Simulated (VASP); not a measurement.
# Li (Im-3m) in VASP: a series of runs

The runs below take Li through single point, relaxation of cell and atoms, with PBE.

Everything below comes from runs of VASP 6.6.1. Logs are shortened: lines on timing, memory, paths and dates and some standing lists are left out, and cuts for length are marked.

### 1 Starting point

Symmetry: Im-3m, No. 229, cubic system. Conventional cell: a = 3.434 Å, b = 3.434 Å, c = 3.434 Å, α = 90.00°, β = 90.00°, γ = 90.00°. Li (site symmetry m-3m) is surrounded by 8 Li at 2.97 Å.

The cell was built by a generator and needn't be a form met in nature.

### 2 Single point, PBE

The input, INCAR:

```
PREC     = Accurate       # precision mode
ENCUT    = 520            # plane-wave cutoff, eV
EDIFF    = 1E-6           # SCF threshold, eV
ISMEAR   = 1              # smearing method
SIGMA    = 0.1            # smearing width, eV
LREAL    = F              # projectors in reciprocal space
LASPH    = T              # aspherical terms in the spheres
NELM     = 80             # most SCF steps
ALGO     = Normal         # electronic algorithm
ISIF     = 2              # what is computed and relaxed
LWAVE    = F              # write WAVECAR
LCHARG   = T              # write CHGCAR
GGA      = PE             # functional
LELF     = T              # ELF
LVHAR    = T            
NBANDS   = 10             # bands
```

The input, KPOINTS:

```
regular mesh
0
Gamma
  20 20 20
```

The input, POSCAR:

```
Li
1.0
    3.4336247964      0.0000000000      0.0000000000
    0.0000000000      3.4336247964      0.0000000000
    0.0000000000      0.0000000000      3.4336247964
Li
2
Direct
    0.0000000000      0.0000000000      0.0000000000
    0.5000000000      0.5000000000      0.5000000000
```

Potentials or basis: VASP PAW PBE potentials, release 64 (Li_sv).

Started as:

```
$ cat potpaw_PBE.64/Li_sv/POTCAR > POTCAR
$ mpirun -np 1 vasp_std > vasp.out
```

OUTCAR:

```text
PREC = Accurate
   ENCUT = 520
   EDIFF = 1E-6
   ISMEAR = 1
   LREAL = F
   LASPH = T
   NELM = 80
   ISIF = 2
   GGA = PE

 ion  position               nearest neighbor table
   1  0.000  0.000  0.000-
   2  0.500  0.500  0.500-

  LATTYP: Found a simple cubic cell.
 ALAT       =     3.4336247964

  Lattice vectors:

 A1 = (   3.4336247964,   0.0000000000,   0.0000000000)
 A2 = (   0.0000000000,   3.4336247964,   0.0000000000)
 A3 = (   0.0000000000,   0.0000000000,   3.4336247964)

Analysis of symmetry for initial positions (statically):
=====================================================================
 Subroutine PRICEL returns following result:

  LATTYP: Found a body centered cubic cell.
 ALAT       =     3.4336247964

  Lattice vectors:

 A1 = (   1.7168123982,   1.7168123982,  -1.7168123982)
 A2 = (  -1.7168123982,   1.7168123982,   1.7168123982)
 A3 = (   1.7168123982,  -1.7168123982,   1.7168123982)

   2 primitive cells build up your supercell.

 Routine SETGRP: Setting up the symmetry group for a
 simple cubic supercell.

 Subroutine GETGRP returns: Found 48 space group operations
 (whereof 48 operations were pure point group operations)
 out of a pool of 48 trial point group operations.

The static configuration has the point symmetry O_h .

Analysis of symmetry for dynamics (positions and initial velocities):
=====================================================================
 Subroutine PRICEL returns following result:

  LATTYP: Found a body centered cubic cell.
 ALAT       =     3.4336247964

  Lattice vectors:

 A1 = (   1.7168123982,   1.7168123982,  -1.7168123982)
 A2 = (  -1.7168123982,   1.7168123982,   1.7168123982)
 A3 = (   1.7168123982,  -1.7168123982,   1.7168123982)

   2 primitive cells build up your supercell.

 Routine SETGRP: Setting up the symmetry group for a
 simple cubic supercell.

 Subroutine GETGRP returns: Found 48 space group operations
 (whereof 48 operations were pure point group operations)
 out of a pool of 48 trial point group operations.

The dynamic configuration has the point symmetry O_h .

 Subroutine INISYM returns: Found 48 space group operations
 (whereof 48 operations are pure point group operations),
 and found     2 'primitive' translations

----------------------------------------------------------------------------------------

                                     Primitive cell

  volume of cell :      20.2408

  direct lattice vectors                    reciprocal lattice vectors
     1.716812398  1.716812398 -1.716812398     0.291237412  0.291237412  0.000000000
    -1.716812398  1.716812398  1.716812398    -0.000000000  0.291237412  0.291237412
     1.716812398 -1.716812398  1.716812398     0.291237412  0.000000000  0.291237412

  length of vectors
     2.973606301  2.973606301  2.973606301     0.411871898  0.411871898  0.411871898

  position of ions in fractional coordinates (direct lattice)
     0.000000000  0.000000000  0.000000000

  ion indices of the primitive-cell ions
   primitive index   ion index
                 1           1

----------------------------------------------------------------------------------------

 KPOINTS: regular mesh

Automatic generation of k-mesh.
 Grid dimensions read from file:
 generate k-points for:   20   20   20

 Generating k-lattice:

  Cartesian coordinates                     Fractional coordinates (reciprocal lattice)
     0.014561871  0.000000000  0.000000000     0.050000000  0.000000000  0.000000000
     0.000000000  0.014561871  0.000000000     0.000000000  0.050000000  0.000000000
     0.000000000  0.000000000  0.014561871     0.000000000  0.000000000  0.050000000

  Length of vectors
     0.014561871  0.014561871  0.014561871

  Shift w.r.t. Gamma in fractional coordinates (k-lattice)
     0.000000000  0.000000000  0.000000000

 Subroutine IBZKPT returns following result:
 ===========================================

 Found    286 irreducible k-points:

 Following reciprocal coordinates:
            Coordinates               Weight
  0.000000  0.000000  0.000000      1.000000
  0.050000  0.000000  0.000000      6.000000
  0.100000  0.000000  0.000000      6.000000
  0.150000  0.000000  0.000000      6.000000
  0.200000  0.000000  0.000000      6.000000
  0.250000  0.000000  0.000000      6.000000
[... 16 lines left out ...]
  0.150000  0.100000  0.000000     24.000000
  0.200000  0.100000  0.000000     24.000000
 [... further k-points ...]
   k-points           NKPTS =    286   k-points in BZ     NKDIM =    286   number of bands    NBANDS=     10
   number of dos      NEDOS =    301   number of ions     NIONS =      2
   total plane-waves  NPLWV =  21952
   dimension x,y,z NGX =    28 NGY =   28 NGZ =   28
   dimension x,y,z NGXF=    56 NGYF=   56 NGZF=   56
   ions per type =               2
   NGX,Y,Z   is equivalent  to a cutoff of  13.56, 13.56, 13.56 a.u.
   NGXF,Y,Z  is equivalent  to a cutoff of  27.11, 27.11, 27.11 a.u.
 SYSTEM =  unknown system
   PREC   = accura    normal or accurate (medium, high low for compatibility)
   ISTART =      0    job   : 0-new  1-cont  2-samecut
   ICHARG =      2    charge: 1-file 2-atom 10-const
   ISPIN  =      1    spin polarized calculation?
   LNONCOLLINEAR =      F non collinear calculations
   LSORBIT =      F    spin-orbit coupling
   LASPH  =      T    aspherical Exc in radial PAW
   ENCUT  =  520.0 eV  38.22 Ry    6.18 a.u.   6.38  6.38  6.38*2*pi/ulx,y,z
   NELM   =     80;   NELMIN=  2; NELMDL= -5     # of ELM steps
   EDIFF  = 0.1E-05   stopping-criterion for ELM
   LREAL  =      F    real-space projection
   EDIFFG = 0.1E-04   stopping-criterion for IOM
   NSW    =      0    number of steps for IOM
   IBRION =     -1    ionic relax: 0-MD 1-quasi-New 2-CG
   NFREE  =      0    steps in history (QN), initial steepest desc. (CG)
   ISIF   =      2    stress and relaxation
   ISYM   =      2    0-nonsym 1-usesym 2-fastsym
   POTIM  = 0.5000    time-step for ionic-motion
   TEBEG  =    0.0;   TEEND  =   0.0 temperature during run
   PSTRESS=    0.0 pullay stress
   NELECT =       6.0000    total number of electrons
   NUPDOWN=      -1.0000    fix difference up-down
   EMIN   =  10.00;   EMAX   =-10.00  energy-range for DOS
   EFERMI =   0.00;   METHOD = LEGACY
   ISMEAR =     1;   SIGMA  =   0.10  broadening in eV -4-tet -1-fermi 0-gaus
   EFERMI_NEDOS =   21; number of points for ismear=-14 and -15
   IALGO  =     38    algorithm
   IMIX   =      4    mixing-type and parameters
     AMIX     =   0.40;   BMIX     =  1.00
     AMIX_MAG =   1.60;   BMIX_MAG =  1.00
  volume/ion in A,a.u.               =      20.24       136.59
  Fermi-wavevector in a.u.,A,eV,Ry     =   0.866375  1.637211 10.212602  0.750605
  Thomas-Fermi vector in A             =   1.984754
   LORBIT       =      0    0 simple, 1 ext, 2 COOP (PROOUT), +10 PAW based schemes
   GGA     = PE    functional components
   LHFCALC =     F    Hartree Fock is set to
   AEXX    =    0.0000 exact exchange contribution
   IVDW    =     0    specifies the selected vdW correction
   LEPSILON=     F    determine dielectric tensor
   LRPA    =     F    only Hartree local field effects (RPA)
 non-spin polarized calculation
 Methfessel and Paxton  Order N= 1 SIGMA  =   0.10
  energy-cutoff  :      520.00
  volume of cell :       40.48
 maximum number of plane-waves:      1112
 NGX is ok and might be reduce to    28
   NGX = 13   NGY = 13   NGZ = 13

 number of electron       6.0000000 magnetization

 Free energy of the ion-electron system (eV)
  ---------------------------------------------------
  ext. energy  EPLUGINS =         0.00000000
  ---------------------------------------------------
  free energy    TOTEN  =        -3.80834568 eV

  energy without entropy =       -3.80786432  energy(sigma->0) =       -3.80818523

 E-fermi :   0.6512     XC(G=0):  -7.0477

 val. band max:        0.6511052575   @ k =   0.5000   0.4000   0.0000
 cond. band min:       0.6649194943   @ k =   0.4500   0.3000   0.0000
 fundamental gap:      0.0138142369
 Fermi energy:         0.6512203280

 k-point     1 :       0.0000    0.0000    0.0000
  band No.  band energies     occupation
      1     -45.8967      2.00000
      2     -45.8636      2.00000
      3      -2.9330      2.00000
      4       6.1554      0.00000
      5       6.1554      0.00000
      6       6.1554      0.00000
      7       8.4092      0.00000
      8       8.4092      0.00000
      9      14.2511      0.00000
     10      15.2494      0.00000

 k-point     2 :       0.0500    0.0000    0.0000
  band No.  band energies     occupation
      1     -45.8965      2.00000
      2     -45.8639      2.00000
      3      -2.9093      2.00000
      4       5.7698      0.00000
      5       6.1860      0.00000
      6       6.1860      0.00000
      7       8.4411      0.00000
      8       8.8391      0.00000
      9      14.3090      0.00000
     10      15.1152      0.00000

 k-point     3 :       0.1000    0.0000    0.0000
  band No.  band energies     occupation
      1     -45.8958      2.00000
      2     -45.8644      2.00000
      3      -2.8382      2.00000
      4       5.0078      0.00000
      5       6.2779      0.00000
      6       6.2779      0.00000
      7       8.5367      0.00000
      8       9.7267      0.00000
      9      14.5478      0.00000
     10      14.7276      0.00000
[... 248 lines left out ...]
 k-point    23 :       0.1500    0.1000    0.0000
  band No.  band energies     occupation
      1     -45.8938      2.00000
      2     -45.8658      2.00000
      3      -2.6252      2.00000
      4       4.1360      0.00000
      5       5.5522      0.00000
      6       6.5528      0.00000
      7       9.6334      0.00000
      8      11.1537      0.00000
      9      13.2685      0.00000
     10      13.9816      0.00000

 k-point    24 :       0.2000    0.1000    0.0000
  band No.  band energies     occupation
      1     -45.8923      2.00000
      2     -45.8669      2.00000
      3      -2.4588      2.00000
      4       3.3865      0.00000
      5       5.7177      0.00000
      6       6.7663      0.00000
      7       9.8966      0.00000
      8      12.0762      0.00000
      9      12.5025      0.00000
     10      13.3922      0.00000

 [... further k-points ...]

------------------------ aborting loop because EDIFF is reached ----------------------------------------

  FORCE on cell =-STRESS in cart. coord.  units (eV):
  Direction    XX          YY          ZZ          XY          YZ          ZX
  --------------------------------------------------------------------------------------
  -------------------------------------------------------------------------------------
  Total       -0.0135921     -0.0135921     -0.0135921      0.0000000      0.0000000     -0.0000000
  in kB       -0.5379479     -0.5379479     -0.5379479      0.0000000      0.0000000     -0.0000000
  external PRESSURE =      -0.5379479 kB  Pullay stress =       0.0000000 kB

 VOLUME and BASIS-vectors are now :
 -----------------------------------------------------------------------------
  energy-cutoff  :      520.00
  volume of cell :       40.48
      direct lattice vectors                 reciprocal lattice vectors
     3.433624796  0.000000000  0.000000000     0.291237412  0.000000000  0.000000000
     0.000000000  3.433624796  0.000000000     0.000000000  0.291237412  0.000000000
     0.000000000  0.000000000  3.433624796     0.000000000  0.000000000  0.291237412

 POSITION                                       TOTAL-FORCE (eV/Angst)
 -----------------------------------------------------------------------------------
      0.00000      0.00000      0.00000         0.000000     -0.000000     -0.000000
      1.71681      1.71681      1.71681        -0.000000      0.000000      0.000000
 -----------------------------------------------------------------------------------
    total drift:                                0.000000      0.000000      0.000000

  FREE ENERGIE OF THE ION-ELECTRON SYSTEM (eV)
  ---------------------------------------------------
  free  energy   TOTEN  =        -3.8083456759 eV

  energy  without entropy=       -3.8078643237  energy(sigma->0) =       -3.80818523
```

It took 2.1 min on 1 thread of AMD EPYC, shared host; peak memory 0.18 GiB.

What came out:

```
Free energy            : -3.8083 eV
Band gap on the k mesh : none (metal or under the smearing width)
```

Caveat: the cutoff is under 1.25 times the usual one of these potentials, so pressure, stress and relaxed cells hold a basis-set (Pulay) error.

### 3 Relaxation of cell and atoms, PBE

This run uses another cell than the first one, of 20.89 Å³/atom, 1.032 times its volume.

The input, INCAR:

```
SYSTEM = Li
PREC = Accurate
ENCUT = 600
EDIFF = 1E-6
ISMEAR = 1
SIGMA = 0.1
LREAL = .False.
LASPH = .True.
NELM = 100
ALGO = Normal
ISIF = 3
LWAVE = .False.
LCHARG = .False.
GGA = PE
IBRION = 2
NSW = 80
EDIFFG = -0.005
```

The input, KPOINTS:

```
regular mesh
0
Gamma
  20 20 20
  0 0 0
```

The input, POSCAR:

```
Li
1.0
    3.4700000000      0.0000000000      0.0000000000
    0.0000000000      3.4700000000      0.0000000000
    0.0000000000      0.0000000000      3.4700000000
Li
2
Direct
    0.0000000000      0.0000000000      0.0000000000
    0.5000000000      0.5000000000      0.5000000000
```

Potentials or basis: VASP PAW PBE potentials, release 64 (Li_sv).

Started as:

```
$ cat potpaw_PBE.64/Li_sv/POTCAR > POTCAR
$ mpirun -np 1 vasp_std > vasp.out
```

It took 3.5 min on 1 thread of AMD EPYC, shared host; peak memory 0.17 GiB.

It converged, with:

| Quantity | Value |
| --- | --- |
| Free energy | -3.8092 eV |
| Relaxed volume | 20.10 Å³/atom |
| Relaxed cell | a = 3.425 Å, b = 3.425 Å, c = 3.425 Å, α = 90.00°, β = 90.00°, γ = 90.00° |
| Space group after relaxing (to 0.05 Å) | Im-3m (No. 229) |
| Energy gained by relaxing | 1.4 meV/atom |
| Ionic steps | 3 |
| Pressure after relaxing | 0.0 GPa |
| Band gap on the k mesh | none (metal or under the smearing width) |

Step by step:
| step | energy change (eV) | largest force (eV/Å) | pressure (GPa) | volume (Å³) |
| --- | --- | --- | --- | --- |
| 1 | 0.0000 | 0.0000 | -0.51 | 41.78 |
| 2 | -0.0011 | 0.0000 | -0.40 | 41.38 |
| 3 | -0.0027 | 0.0000 | -0.02 | 40.19 |

Final structure:
```
CELL_PARAMETERS angstrom
3.42548 0.00000 0.00000
0.00000 3.42548 0.00000
0.00000 0.00000 3.42548
ATOMIC_POSITIONS crystal
Li 0.00000 0.00000 0.00000
Li 0.50000 0.50000 0.50000
```

Levels at points of the mesh, in eV from the Fermi level:
```csv
k point,band 1,band 2,band 3,band 4,band 5,band 6,band 7
"(0.00, 0.00, 0.00)",-46.53,-46.50,-3.59,5.53,5.53,5.53,7.79
"(0.50, 0.00, 0.00)",-46.51,-46.51,-1.17,-1.17,8.57,8.57,8.57
"(0.50, 0.50, 0.00)",-46.51,-46.51,0.22,0.22,3.26,3.26,10.40
"(0.50, 0.50, 0.50)",-46.51,-46.51,3.38,3.38,3.38,3.38,3.38
```

Caveat: the cutoff is under 1.25 times the usual one of these potentials, so pressure, stress and relaxed cells hold a basis-set (Pulay) error.
